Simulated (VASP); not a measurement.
# NaCl (Fm-3m) in VASP: notebook

Aim: see how the results for NaCl move with the level of theory and the settings. Levels: PBE, LDA. Tasks: elastic constants.

Program: VASP 6.6.1. These are calculated values, not measurements. Logs are shortened: lines on timing, memory, paths and dates and some standing lists are left out, and cuts for length are marked.

## 1. The structure

It takes space group Fm-3m (No. 225, cubic). The conventional cell has a = 5.698 Å, b = 5.698 Å, c = 5.698 Å, α = 90.00°, β = 90.00°, γ = 90.00°. Na (site symmetry m-3m) has 6 Cl at 2.85 Å as nearest neighbours. Around Cl (site symmetry m-3m) lie 6 Na at 2.85 Å.

## 2. Elastic constants, PBE

Input file POSCAR:

```
NaCl
1.0
   -0.0000000000      2.8488466005      2.8488466005
    2.8488466005     -0.0000000000      2.8488466005
    2.8488466005      2.8488466005     -0.0000000000
  Na              Cl
     1     1
Direct
     0.0000000000000000    0.0000000000000000    0.0000000000000000
     0.5000000000000000    0.5000000000000000    0.5000000000000000
```

Input file INCAR.step1:

```
SYSTEM = NaCl
PREC     = Accurate       ! precision mode
ENCUT    = 600            ! plane-wave cutoff, eV
EDIFF    = 1E-8           ! SCF threshold, eV
ISMEAR   = 0              ! smearing method
SIGMA    = 0.03           ! smearing width, eV
LREAL    = .FALSE.        ! projectors in reciprocal space
LASPH    = .TRUE.         ! aspherical terms in the spheres
NELM     = 80             ! most SCF steps
ALGO     = Normal         ! electronic algorithm
ISIF     = 3              ! what is computed and relaxed
LWAVE    = .FALSE.        ! write WAVECAR
LCHARG   = .FALSE.        ! write CHGCAR
GGA      = PE             ! functional
IBRION   = 2              ! ionic algorithm
NSW      = 40             ! ionic steps
EDIFFG   = -0.002         ! ionic threshold
```

Input file INCAR.step2:

```
SYSTEM = NaCl
PREC     = Accurate       ! precision mode
ENCUT    = 600            ! plane-wave cutoff, eV
EDIFF    = 1E-8           ! SCF threshold, eV
ISMEAR   = 0              ! smearing method
SIGMA    = 0.03           ! smearing width, eV
LREAL    = .FALSE.        ! projectors in reciprocal space
LASPH    = .TRUE.         ! aspherical terms in the spheres
NELM     = 80             ! most SCF steps
ALGO     = Normal         ! electronic algorithm
ISIF     = 3              ! what is computed and relaxed
LWAVE    = .FALSE.        ! write WAVECAR
LCHARG   = .FALSE.        ! write CHGCAR
GGA      = PE             ! functional
IBRION   = 6              ! ionic algorithm
NFREE    = 2            
POTIM    = 0.015          ! step
NSW      = 1              ! ionic steps
```

Input file KPOINTS:

```
Automatic mesh
0
G
  8 8 8
  0 0 0
```

Potentials or basis: VASP PAW PBE potentials, release 64 (Na_pv, Cl).

Launch:

```bash
> cat potpaw_PBE.64/Na_pv/POTCAR potpaw_PBE.64/Cl/POTCAR > POTCAR
> cp INCAR.step1 INCAR
> mpirun -np 1 vasp_std > vasp.out
> cp CONTCAR POSCAR
> cp INCAR.step2 INCAR
> mpirun -np 1 vasp_std > vasp.out
```

OUTCAR:

```text
SYSTEM = NaCl
   PREC = Accurate
   ENCUT = 600
   EDIFF = 1E-8
   ISMEAR = 0
   LREAL = .FALSE.
   LASPH = .TRUE.
   NELM = 80
   ISIF = 3
   GGA = PE
   IBRION = 6
   NFREE = 2
   POTIM = 0.015
   NSW = 1

 ion  position               nearest neighbor table
   1  0.000  0.000  0.000-
   2  0.500  0.500  0.500-

  LATTYP: Found a face centered cubic cell.
 ALAT       =     5.6969768160

  Lattice vectors:

 A1 = (   0.0000000000,   2.8484884080,   2.8484884080)
 A2 = (   2.8484884080,   0.0000000000,   2.8484884080)
 A3 = (   2.8484884080,   2.8484884080,   0.0000000000)

Analysis of symmetry for initial positions (statically):
=====================================================================
 Subroutine PRICEL returns:
 Original cell was already a primitive cell.

 Routine SETGRP: Setting up the symmetry group for a
 face centered cubic supercell.

 Subroutine GETGRP returns: Found 48 space group operations
 (whereof 48 operations were pure point group operations)
 out of a pool of 48 trial point group operations.

The static configuration has the point symmetry O_h .

Analysis of symmetry for dynamics (positions and initial velocities):
=====================================================================
 Subroutine PRICEL returns:
 Original cell was already a primitive cell.

 Routine SETGRP: Setting up the symmetry group for a
 face centered cubic supercell.

 Subroutine GETGRP returns: Found 48 space group operations
 (whereof 48 operations were pure point group operations)
 out of a pool of 48 trial point group operations.

The dynamic configuration has the point symmetry O_h .

 Subroutine INISYM returns: Found 48 space group operations
 (whereof 48 operations are pure point group operations),
 and found     1 'primitive' translations

----------------------------------------------------------------------------------------

                                     Primitive cell

  volume of cell :      46.2246

  direct lattice vectors                    reciprocal lattice vectors
     0.000000000  2.848488408  2.848488408    -0.175531696  0.175531696  0.175531696
     2.848488408  0.000000000  2.848488408     0.175531696 -0.175531696  0.175531696
     2.848488408  2.848488408  0.000000000     0.175531696  0.175531696 -0.175531696

  length of vectors
     4.028370939  4.028370939  4.028370939     0.304029815  0.304029815  0.304029815

  position of ions in fractional coordinates (direct lattice)
     0.000000000  0.000000000  0.000000000
     0.500000000  0.500000000  0.500000000

  ion indices of the primitive-cell ions
   primitive index   ion index
                 1           1
                 2           2

----------------------------------------------------------------------------------------

 KPOINTS: Automatic mesh

Automatic generation of k-mesh.
 Grid dimensions read from file:
 generate k-points for:    8    8    8

 Generating k-lattice:

  Cartesian coordinates                     Fractional coordinates (reciprocal lattice)
    -0.021941462  0.021941462  0.021941462     0.125000000  0.000000000  0.000000000
     0.021941462 -0.021941462  0.021941462     0.000000000  0.125000000  0.000000000
     0.021941462  0.021941462 -0.021941462     0.000000000  0.000000000  0.125000000

[... 111 lines left out ...]
  Direction    XX          YY          ZZ          XY          YZ          ZX
  --------------------------------------------------------------------------------------
  -------------------------------------------------------------------------------------
  Total       -0.0026617     -0.0026617     -0.0026617      0.0000000      0.0000000      0.0000000
  in kB       -0.0922562     -0.0922562     -0.0922562      0.0000000      0.0000000      0.0000000
  external PRESSURE =      -0.0922562 kB  Pullay stress =       0.0000000 kB
[... 89 lines left out ...]
  FREE ENERGIE OF THE ION-ELECTRON SYSTEM (eV)
  ---------------------------------------------------
  free  energy   TOTEN  =        -6.7765976404 eV

  energy  without entropy=       -6.7765976404  energy(sigma->0) =       -6.77659764

[... ionic steps 4 to 14 ...]

--------------------------------------- Ionic step       15  -------------------------------------------

 number of electron      13.9999997 magnetization

------------------------ aborting loop because EDIFF is reached ----------------------------------------
[... 67 lines left out ...]
--------------------------------------- Ionic step       17  -------------------------------------------

 number of electron      13.9999998 magnetization

 Free energy of the ion-electron system (eV)
  ---------------------------------------------------
  ext. energy  EPLUGINS =         0.00000000
  ---------------------------------------------------
  free energy    TOTEN  =        -6.77806845 eV

  energy without entropy =       -6.77806845  energy(sigma->0) =       -6.77806845

 E-fermi :  -0.7081     XC(G=0):  -8.0380

 val. band max:       -0.9024594848   @ k =   0.0000   0.0000   0.0000
 cond. band min:       4.0911962133   @ k =   0.0000   0.0000   0.0000
 fundamental gap:      4.9936556980
 Fermi energy:        -0.7080900831

 k-point     1 :       0.0000    0.0000    0.0000
  band No.  band energies     occupation
      1     -21.7804      2.00000
      2     -21.7804      2.00000
      3     -21.7804      2.00000
      4     -13.4948      2.00000
      5      -0.9025      2.00000
      6      -0.9025      2.00000
      7      -0.9025      2.00000
      8       4.0912      0.00000
      9      10.1854      0.00000
     10      10.1854      0.00000
     11      10.1855      0.00000
[... 309 lines left out ...]
 k-point    24 :      -0.3750    0.2500    0.1250
  band No.  band energies     occupation
      1     -21.8007      2.00000
      2     -21.7875      2.00000
      3     -21.7842      2.00000
      4     -13.1574      2.00000
      5      -2.4741      2.00000
      6      -1.6238      2.00000
      7      -1.2906      2.00000
      8       7.3496      0.00000
      9       8.5019      0.00000
     10       9.2413      0.00000
     11      10.7177      0.00000

 [... further k-points ...]

------------------------ aborting loop because EDIFF is reached ----------------------------------------

  FORCE on cell =-STRESS in cart. coord.  units (eV):
  Direction    XX          YY          ZZ          XY          YZ          ZX
  --------------------------------------------------------------------------------------
  -------------------------------------------------------------------------------------
  Total       -0.0006779     -0.0028999     -0.0028999      0.0000000      0.0000000      0.0000000
  in kB       -0.0234977     -0.1005111     -0.1005111      0.0000000      0.0000000      0.0000000
  external PRESSURE =      -0.0748400 kB  Pullay stress =       0.0000000 kB
[... 17 lines left out ...]
  FREE ENERGIE OF THE ION-ELECTRON SYSTEM (eV)
  ---------------------------------------------------
  free  energy   TOTEN  =        -6.7780684530 eV

  energy  without entropy=       -6.7780684530  energy(sigma->0) =       -6.77806845

 INTERNAL STRAIN TENSORS FROM STRAINED CELLS
 ============================================

 INTERNAL STRAIN TENSOR FOR ION    1 for displacements in x,y,z  (eV/Angst):
          X           Y           Z          XY          YZ          ZX
  --------------------------------------------------------------------------------
  x     0.00000    -0.00000     0.00000    -0.00000    -0.00000     0.00000
  y     0.00000     0.00000    -0.00000     0.00000     0.00000     0.00000
  z    -0.00000    -0.00000     0.00000     0.00000     0.00000    -0.00000

 INTERNAL STRAIN TENSORS FROM DISPLACED ATOMS
 ============================================

 INTERNAL STRAIN TENSOR FOR ION    1 for displacements in x,y,z  (eV/Angst):
          X           Y           Z          XY          YZ          ZX
  --------------------------------------------------------------------------------
  x     0.00000     0.00000     0.00000     0.00000     0.00000     0.00000
  y     0.00000     0.00000     0.00000     0.00000     0.00000     0.00000
  z     0.00000     0.00000     0.00000     0.00000     0.00000     0.00000

 INTERNAL STRAIN TENSOR FOR ION    2 for displacements in x,y,z  (eV/Angst):
          X           Y           Z          XY          YZ          ZX
  --------------------------------------------------------------------------------
  x     0.00000     0.00000     0.00000     0.00000     0.00000     0.00000
  y     0.00000     0.00000     0.00000     0.00000     0.00000     0.00000
  z     0.00000     0.00000     0.00000     0.00000     0.00000     0.00000

 Eigenvectors and eigenvalues of the dynamical matrix
 ----------------------------------------------------

   1 f  =    4.535905 THz    28.499930 2PiTHz  151.301495 cm-1    18.758986 meV
             X         Y         Z           dx          dy          dz
      0.000000  0.000000  0.000000     0.002473    0.160507   -0.762539
      2.848488  2.848488  2.848488    -0.001989   -0.129087    0.613269
[... 21 lines left out ...]
   6 f/i=    0.002826 THz     0.017759 2PiTHz    0.094280 cm-1     0.011689 meV
             X         Y         Z           dx          dy          dz
      0.000000  0.000000  0.000000     0.067458    0.231034    0.578652
      2.848488  2.848488  2.848488     0.083877    0.287268    0.719497

--------------------------------------------------------------------------------------------------------

 ELASTIC MODULI CONTR FROM IONIC RELAXATION (kBar)
 Direction    XX          YY          ZZ          XY          YZ          ZX
 --------------------------------------------------------------------------------
 XX           0.0000      0.0000      0.0000      0.0000      0.0000      0.0000
 YY           0.0000      0.0000      0.0000      0.0000      0.0000      0.0000
 ZZ           0.0000      0.0000      0.0000      0.0000      0.0000      0.0000
 XY           0.0000      0.0000      0.0000      0.0000      0.0000      0.0000
 YZ           0.0000      0.0000      0.0000      0.0000      0.0000      0.0000
 ZX           0.0000      0.0000      0.0000      0.0000      0.0000      0.0000
 --------------------------------------------------------------------------------

 TOTAL ELASTIC MODULI (kBar)
 Direction    XX          YY          ZZ          XY          YZ          ZX
 --------------------------------------------------------------------------------
 XX         475.3260    118.3614    118.3614      0.0000      0.0000     -0.0000
 YY         118.3614    475.3260    118.3614     -0.0000     -0.0000     -0.0000
 ZZ         118.3614    118.3614    475.3260      0.0000      0.0000      0.0000
 XY           0.0000     -0.0000      0.0000    123.4369      0.0000      0.0000
 YZ           0.0000     -0.0000      0.0000      0.0000    123.4369      0.0000
 ZX          -0.0000     -0.0000      0.0000      0.0000      0.0000    123.4369
 --------------------------------------------------------------------------------
```

It took 3 min on 1 thread of Intel Xeon 6975P-C (Granite Rapids), shared host; peak memory 0.29 GiB.

Results:

```
Elastic constants C11, C12, C44                         : 48, 12, 12 GPa
Voigt bulk modulus                                      : 24 GPa
Highest phonon frequency at Γ, LO-TO splitting left out : 151 cm⁻¹
```

Phonon frequencies in cm⁻¹ (negative: imaginary):
```csv
q point,frequencies
"(0.000, 0.000, 0.000)",0 0 0 151 151 151
```

Elastic tensor in Voigt notation (GPa, in the Cartesian axes of the cell as first typed):
```
48 12 12  0  0  0
12 48 12  0  0  0
12 12 48  0  0  0
 0  0  0 12  0  0
 0  0  0  0 12  0
 0  0  0  0  0 12
```

Clamped-ion elastic tensor (GPa):
```
48 12 12  0  0  0
12 48 12  0  0  0
12 12 48  0  0  0
 0  0  0 12  0  0
 0  0  0  0 12  0
 0  0  0  0  0 12
```

[end of part 1 of 2]
